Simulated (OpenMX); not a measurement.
# SiC (Moissanite) (P6_3mc) in OpenMX: further runs, part 2 of 2

OpenMX 3.8.5. Earlier steps stand in the parts before.

### Step 3. Band structure, PBE

Input file SiC.dat:

```
System.CurrrentDirectory             ./
System.Name                          SiC
DATA.PATH                            ./DFT_DATA13
level.of.stdout                      1
level.of.fileout                     0
Species.Number                       2
<Definition.of.Atomic.Species
  Si  Si7.0-s2p1d1           Si_PBE13
  C   C6.0-s2p2              C_PBE13
Definition.of.Atomic.Species>

Atoms.Number                         4
Atoms.SpeciesAndCoordinates.Unit     FRAC
<Atoms.SpeciesAndCoordinates
    1  Si    0.6666666667    0.3333333333    0.5000000000   2.000  2.000
    2  Si    0.3333333333    0.6666666667    0.0000000000   2.000  2.000
    3  C     0.6666666667    0.3333333333    0.8850000000   2.000  2.000
    4  C     0.3333333333    0.6666666667    0.3850000000   2.000  2.000
Atoms.SpeciesAndCoordinates>

Atoms.UnitVectors.Unit               Ang
<Atoms.UnitVectors
     3.0760000000    0.0000000000    0.0000000000
    -1.5380000000    2.6638941420    0.0000000000
     0.0000000000    0.0000000000    5.0480000000
Atoms.UnitVectors>

scf.XcType                           GGA-PBE
scf.SpinPolarization                 off
scf.ElectronicTemperature            580.226
scf.energycutoff                     300.0
scf.maxIter                          100
scf.EigenvalueSolver                 band
scf.Kgrid                            7 7 5
scf.Mixing.Type                      rmm-diisk
scf.Init.Mixing.Weight               0.05
scf.Min.Mixing.Weight                0.001
scf.Max.Mixing.Weight                0.3
scf.Mixing.History                   25
scf.Mixing.StartPulay                8
scf.criterion                        1.0e-8
scf.stress.tensor                    on
MD.Type                              nomd
Band.dispersion                      on
Band.Nkpath                          9
<Band.kpath
   17   0.000000  0.000000  0.000000    0.500000  0.000000  0.000000  G M
   10   0.500000  0.000000  0.000000    0.333333  0.333333  0.000000  M K
   20   0.333333  0.333333  0.000000    0.000000  0.000000  0.000000  K G
    9   0.000000  0.000000  0.000000    0.000000  0.000000  0.500000  G A
   17   0.000000  0.000000  0.500000    0.500000  0.000000  0.500000  A L
   10   0.500000  0.000000  0.500000    0.333333  0.333333  0.500000  L H
   20   0.333333  0.333333  0.500000    0.000000  0.000000  0.500000  H A
    9   0.500000  0.000000  0.500000    0.500000  0.000000  0.000000  L M
    9   0.333333  0.333333  0.000000    0.333333  0.333333  0.500000  K H
Band.kpath>
```

Potentials or basis: OpenMX 2013 PBE set, Si7.0-s2p1d1, C6.0-s2p2, grid cutoff 300 Ry.

Launch:

```
openmx SiC.dat -nt 1 > SiC.std
```

SiC.out:

```text
Required cutoff energy (Ryd) for 3D-grids = 300.0000
      Used cutoff energy (Ryd) for 3D-grids = 305.3404, 305.3404, 316.2648
  Num. of grids of a-, b-, and c-axes = 28, 28, 54

  Num.Grid1.    28
  Num.Grid2.    28
  Num.Grid3.    54

  Cell_Volume =    279.138118916303 (Bohr^3)
  GridVol     =      0.006593398500 (Bohr^3)
  Cell vectors (bohr) of the grid cell (gtv)
    gtv_a =  0.207599897888,  0.000000000000,  0.000000000000
    gtv_b = -0.103799948944,  0.179786785391,  0.000000000000
    gtv_c =  0.000000000000,  0.000000000000,  0.176654385006
    |gtv_a| =  0.207599897888
    |gtv_b| =  0.207599897886
    |gtv_c| =  0.176654385006

***********************************************************

***********************************************************
                  SCF history at MD= 1
***********************************************************

   SCF=   1  NormRD=  1.000000000000  Uele= -5.688113773667
   SCF=   2  NormRD=  1.476226929007  Uele= -5.688005588077
   SCF=   3  NormRD=  1.454119911735  Uele= -5.688255093873
   SCF=   4  NormRD=  1.041177327732  Uele= -5.691045038017
   SCF=   5  NormRD=  0.745704797563  Uele= -5.700097310692
[... 186 lines left out ...]
            multiple
  s           0    0.483810695  0.483810695   0.967621391   0.000000000
   sum over m      0.483810695  0.483810695   0.967621391   0.000000000
  s           1    0.010531083  0.010531083   0.021062166   0.000000000
   sum over m      0.010531083  0.010531083   0.021062166   0.000000000
   sum over m+mul  0.494341779  0.494341779   0.988683557   0.000000000
  px          0    0.506853809  0.506853809   1.013707618   0.000000000
  py          0    0.506855259  0.506855259   1.013710518   0.000000000
  pz          0    0.518334847  0.518334847   1.036669695   0.000000000
   sum over m      1.532043916  1.532043916   3.064087831   0.000000000
  px          1   -0.012136934 -0.012136934  -0.024273868   0.000000000
  py          1   -0.012138704 -0.012138704  -0.024277408   0.000000000
  pz          1   -0.015717051 -0.015717051  -0.031434102   0.000000000
[... 6 lines left out ...]
   sum over m      0.483810695  0.483810695   0.967621391   0.000000000
  s           1    0.010531083  0.010531083   0.021062166   0.000000000
   sum over m      0.010531083  0.010531083   0.021062166   0.000000000
   sum over m+mul  0.494341779  0.494341779   0.988683557   0.000000000
  px          0    0.506853810  0.506853810   1.013707619   0.000000000
  py          0    0.506855259  0.506855259   1.013710518   0.000000000
  pz          0    0.518334847  0.518334847   1.036669695   0.000000000
   sum over m      1.532043916  1.532043916   3.064087831   0.000000000
  px          1   -0.012136934 -0.012136934  -0.024273868   0.000000000
  py          1   -0.012138704 -0.012138704  -0.024277408   0.000000000
  pz          1   -0.015717051 -0.015717051  -0.031434102   0.000000000
   sum over m     -0.039992689 -0.039992689  -0.079985378   0.000000000
   sum over m+mul  1.492051227  1.492051227   2.984102454   0.000000000

***********************************************************
       xyz-coordinates (Ang) and forces (Hartree/Bohr)
***********************************************************

<coordinates.forces
  4
    1    Si     1.53800   0.88796   2.52400   0.000036640192  0.000130688514  0.016112211066
    2    Si    -0.00000   1.77593   0.00000  -0.000036641442 -0.000130687788  0.016112211050
    3     C     1.53800   0.88796   4.46748   0.000041340574  0.000117983815 -0.016035981736
    4     C    -0.00000   1.77593   1.94348  -0.000041339326 -0.000117984539 -0.016035981738
coordinates.forces>

***********************************************************
       Fractional coordinates of the final structure
***********************************************************

     1     Si     0.66666666670000   0.33333333330000   0.50000000000000
     2     Si     0.33333333330000   0.66666666670000   0.00000000000000
     3      C     0.66666666670000   0.33333333330000   0.88500000000000
     4      C     0.33333333330000   0.66666666670000   0.38500000000000
```

SiC.std:

```text
*******************************************************
 Welcome to OpenMX   Ver. 3.8.5
 Copyright (C), 2002-2014, T. Ozaki
 OpenMX comes with ABSOLUTELY NO WARRANTY.
 This is free software, and you are welcome to
 redistribute it under the constitution of the GNU-GPL.
*******************************************************
[... 241 lines left out ...]
  Uzs   =       0.000000000000
  Uzo   =       0.000000000000
  Uef   =       0.000000000000
  UvdW  =       0.000000000000
  Utot  =     -19.910457765096

*******************************************************
             MD or geometry opt. at MD = 1
*******************************************************

outputting data on grids to files...

The calculation was normally finished.
```

Wall time 58 s (1 thread of Arm Neoverse V2, shared host); peak memory 0.48 GiB.

What came out:

* Free energy: -541.7912 eV
* Pressure: 5.2 GPa
* Largest force: 0.829 eV/Å
* Band gap along the path: 2.76 eV, indirect (least direct gap 4.45 eV)

Forces on the atoms (eV/Å):
```
Si   0.002  0.007  0.829
Si  -0.002 -0.007  0.829
C    0.002  0.006 -0.825
C   -0.002 -0.006 -0.825
```

Levels at the corners of the path, in eV from the valence-band top:
| point | band 5 | band 6 | band 7 | band 8 | band 9 | band 10 | band 11 | band 12 |
| --- | --- | --- | --- | --- | --- | --- | --- | --- |
| Γ | -1.57 | -0.30 | -0.30 | 0.00 | 5.22 | 6.53 | 6.86 | 6.86 |
| M | -5.45 | -3.56 | -3.28 | -1.48 | 2.97 | 4.40 | 7.81 | 7.85 |
| K | -6.55 | -4.14 | -4.06 | -4.06 | 2.76 | 8.44 | 9.23 | 9.23 |
| Γ | -1.57 | -0.30 | -0.30 | 0.00 | 5.22 | 6.53 | 6.86 | 6.86 |
| A | -0.99 | -0.99 | -0.99 | -0.99 | 6.28 | 6.28 | 7.69 | 7.69 |
| L | -2.70 | -2.70 | -2.35 | -2.35 | 3.50 | 3.50 | 5.68 | 5.68 |
| H | -5.89 | -5.89 | -1.75 | -1.75 | 5.33 | 5.33 | 6.74 | 6.74 |
| A|L | -0.99 | -0.99 | -0.99 | -0.99 | 6.28 | 6.28 | 7.69 | 7.69 |
| M|K | -5.45 | -3.56 | -3.28 | -1.48 | 2.97 | 4.40 | 7.81 | 7.85 |
| H | -5.89 | -5.89 | -1.75 | -1.75 | 5.33 | 5.33 | 6.74 | 6.74 |

Caveat: Mulliken populations in this basis give charges of the wrong sign for these elements, so they aren't listed; the basis of atomic orbitals isn't converged, which shifts pressures, moduli and gaps.

### Step 4. Band structure, PBE

Changes to SiC.dat since step 3:

```diff
@@ -7,4 +7,4 @@
 <Definition.of.Atomic.Species
-  Si  Si7.0-s2p1d1           Si_PBE13
-  C   C6.0-s2p2              C_PBE13
+  Si  Si7.0-s2p2d1           Si_PBE13
+  C   C6.0-s2p2d1            C_PBE13
 Definition.of.Atomic.Species>
```

Potentials or basis: OpenMX 2013 PBE set, Si7.0-s2p2d1, C6.0-s2p2d1, grid cutoff 300 Ry.

Launch:

```
openmx SiC.dat -nt 1 > SiC.std
```

Wall time 89 s (1 thread of Arm Neoverse V2, shared host); peak memory 0.56 GiB.

It converged, with:

```
Free energy             : -542.1061 eV
Pressure                : 5.4 GPa
Largest force           : 0.809 eV/Å
Band gap along the path : 2.52 eV, indirect (least direct gap 4.21 eV)
Mulliken charges        : Si +0.40; C -0.40 e
```

Forces on the atoms (eV/Å):
```
Si   0.002  0.007  0.809
Si  -0.002 -0.007  0.809
C    0.002  0.006 -0.804
C   -0.002 -0.006 -0.804
```

Levels at the corners of the path, in eV from the valence-band top:
| point | band 4 | band 5 | band 6 | band 7 | band 8 | band 9 | band 10 | band 11 | band 12 | band 13 |
| --- | --- | --- | --- | --- | --- | --- | --- | --- | --- | --- |
| Γ | -1.59 | -1.59 | -0.30 | -0.29 | 0.00 | 4.89 | 6.42 | 6.51 | 6.51 | 7.66 |
| M | -6.60 | -5.48 | -3.58 | -3.31 | -1.50 | 2.71 | 4.22 | 7.33 | 7.36 | 9.80 |
| K | -6.55 | -6.55 | -4.17 | -4.09 | -4.09 | 2.52 | 8.06 | 8.85 | 8.85 | 9.77 |
| Γ | -1.59 | -1.59 | -0.30 | -0.29 | 0.00 | 4.89 | 6.42 | 6.51 | 6.51 | 7.66 |
| A | -4.50 | -0.99 | -0.99 | -0.99 | -0.99 | 6.00 | 6.00 | 7.27 | 7.27 | 7.27 |
| L | -8.52 | -2.72 | -2.72 | -2.37 | -2.37 | 3.24 | 3.24 | 5.29 | 5.29 | 10.65 |
| H | -8.00 | -5.92 | -5.92 | -1.77 | -1.77 | 4.98 | 4.98 | 6.22 | 6.22 | 10.61 |
| A|L | -4.50 | -0.99 | -0.99 | -0.99 | -0.99 | 6.00 | 6.00 | 7.27 | 7.27 | 7.27 |
| M|K | -6.60 | -5.48 | -3.58 | -3.31 | -1.50 | 2.71 | 4.22 | 7.33 | 7.36 | 9.80 |
| H | -8.00 | -5.92 | -5.92 | -1.77 | -1.77 | 4.98 | 4.98 | 6.22 | 6.22 | 10.61 |

Caveat: Mulliken charges move with the basis; the basis of atomic orbitals isn't converged, which shifts pressures, moduli and gaps.
